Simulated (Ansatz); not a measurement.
**Al: energies, forces and stress near the listed structure**

Aim: see how energy, forces, stress and gap of Al answer to random distortions, further strains and shifts, swapped elements, other functionals. Nothing is relaxed unless a step says so.

Method: DFT PBEsol, scalar-relativistic, plane waves, PAW, in Ansatz 0.2.0.

### 1 The starting structure

The structure is cubic, space group Im-3m (No. 229). The conventional cell has a = 3.182 Å, b = 3.182 Å, c = 3.182 Å, α = 90.00°, β = 90.00°, γ = 90.00°. Al (site symmetry m-3m) has 8 Al at 2.76 Å as nearest neighbours.

Structure file:

```
Al
1.0
    -1.59122    1.59122    1.59122
     1.59122   -1.59122    1.59122
     1.59122    1.59122   -1.59122
Al
1
Direct
  0.00000 0.00000 0.00000
```

The structure comes from the Materials Project (structure only).

### 2 Another functional, on a distorted cell: PBE

The change: strain xx, yy, zz, yz, xz, xy = +4.0, +4.0, +4.0, +0.0, +0.0, +0.0 %.

File input.yaml:

```yaml
crystal:
  lattice:
    - [-1.654899262, 1.654899262, 1.654899262]
    - [1.654899262, -1.654899262, 1.654899262]
    - [1.654899262, 1.654899262, -1.654899262]
  atoms:
    - { symbol: Al, position: [0.0, 0.0, 0.0] }
basis:
  ecutwfc: 420
kpoints:
  mp_grid: { grid: [18, 18, 18] }
hamiltonian:
  xc: pbe
scf:
  occupations: { method: gaussian, width: 0.1 }
output:
  forces: true
  stress: true
  eigenvalues: true
```

### 3 A distortion of lower symmetry

File input.yaml:

```yaml
crystal:
  lattice:
    - [-1.5524406905, 1.5659024006, 1.543116149]
    - [1.5524406905, -1.5889114229, 1.5661251713]
    - [1.5524406905, 1.5889114229, -1.5661251713]
  atoms:
    - { symbol: Al, position: [0.0, 0.0, 0.0] }
basis:
  ecutwfc: 420
kpoints:
  mp_grid: { grid: [16, 16, 16] }
hamiltonian:
  xc: pbesol
scf:
  occupations: { method: gaussian, width: 0.1 }
output:
  forces: true
  stress: true
  eigenvalues: true
```

### 4 Substitution of an element, cell strained: Al → Ga, first probe

File input.yaml:

```yaml
crystal:
  lattice:
    - [-1.5635608369, 1.5635608369, 1.5635608369]
    - [1.5635608369, -1.5635608369, 1.5635608369]
    - [1.5635608369, 1.5635608369, -1.5635608369]
  atoms:
    - { symbol: Ga, position: [0.0, 0.0, 0.0] }
basis:
  ecutwfc: 420
kpoints:
  mp_grid: { grid: [8, 8, 8] }
hamiltonian:
  xc: pbesol
scf:
  occupations: { method: gaussian, width: 0.1 }
output:
  forces: true
  stress: true
  eigenvalues: true
```

### 5 One element swapped, cell strained: Al → Ga

Edit input.yaml of step 4 so:

```diff
@@ -10,3 +10,3 @@
 kpoints:
-  mp_grid: { grid: [8, 8, 8] }
+  mp_grid: { grid: [18, 18, 18] }
 hamiltonian:
```

### 6 A distortion of lower symmetry

File input.yaml:

```yaml
crystal:
  lattice:
    - [-1.4519074937, 1.4519074937, 1.4519074937]
    - [1.6428537365, -1.6428537365, 1.8337999793]
    - [1.6428537365, 1.8337999793, -1.6428537365]
  atoms:
    - { symbol: Al, position: [0.0, 0.0, 0.0] }
basis:
  ecutwfc: 420
kpoints:
  mp_grid: { grid: [18, 18, 18] }
hamiltonian:
  xc: pbesol
scf:
  occupations: { method: gaussian, width: 0.1 }
output:
  forces: true
  stress: true
  eigenvalues: true
  populations: true
```

### 7 Substitution of an element, cell strained: Al → Sc, first probe

File input.yaml:

```yaml
crystal:
  lattice:
    - [-1.9291508267, 1.9291508267, 1.9291508267]
    - [1.9291508267, -1.9291508267, 1.9291508267]
    - [1.9291508267, 1.9291508267, -1.9291508267]
  atoms:
    - { symbol: Sc, position: [0.0, 0.0, 0.0] }
basis:
  ecutwfc: 420
kpoints:
  mp_grid: { grid: [6, 6, 6] }
hamiltonian:
  xc: pbesol
scf:
  occupations: { method: gaussian, width: 0.1 }
output:
  forces: true
  stress: true
  eigenvalues: true
```

### 8 Substitution of an element, cell strained: Al → Sc

Edit input.yaml of step 7 so:

```diff
@@ -10,3 +10,3 @@
 kpoints:
-  mp_grid: { grid: [6, 6, 6] }
+  mp_grid: { grid: [16, 16, 16] }
 hamiltonian:
```

### 9 A random distortion, cell strained

File input.yaml:

```yaml
crystal:
  lattice:
    - [-1.5977585988, 1.5813849585, 1.5848219909]
    - [1.5837876987, -1.5492105166, 1.5386766489]
    - [1.6606753858, 1.6121273036, -1.552647549]
  atoms:
    - { symbol: Al, position: [0.0, 0.0, 0.0] }
basis:
  ecutwfc: 420
kpoints:
  mp_grid: { grid: [16, 16, 16] }
hamiltonian:
  xc: pbesol
scf:
  occupations: { method: gaussian, width: 0.1 }
output:
  forces: true
  stress: true
  eigenvalues: true
  populations: true
```

What does the calculation give? Wanted: for each run, case; energy; pressure; largest force.

**Answer**, as computed:

| step | case | energy (meV/atom) | pressure (GPa) | largest force (eV/Å) | gap on the mesh (eV) |
| --- | --- | --- | --- | --- | --- |
| 2 | another functional, on a distorted cell: PBE | n/a | -4.1 | 0.00 | 0.00 |
| 3 | a distortion of lower symmetry | +0.0 | 7.3 | 0.00 | 0.00 |
| 5 | one element swapped, cell strained: Al → Ga | n/a | 14.1 | 0.00 | 0.00 |
| 6 | a distortion of lower symmetry | +92.7* | 0.0 | 0.00 | 0.00 |
| 8 | substitution of an element, cell strained: Al → Sc | n/a | -7.6 | 0.00 | 0.00 |
| 9 | a random distortion, cell strained | -25.3 | 2.0 | 0.00 | 0.00 |

Energies are counted from step 3, with the smearing taken to zero; a star marks another k mesh, which can shift energies by itself, so starred rows don't rank against the others. Other atoms or functionals have another zero of energy (n/a). A gap of 0.00 means none on the mesh at this level.

What this shows: With one atom in the cell, moving it shifts the whole crystal, so no force arises from that. The distorted cells of the listed formula and level show no gap on the mesh.
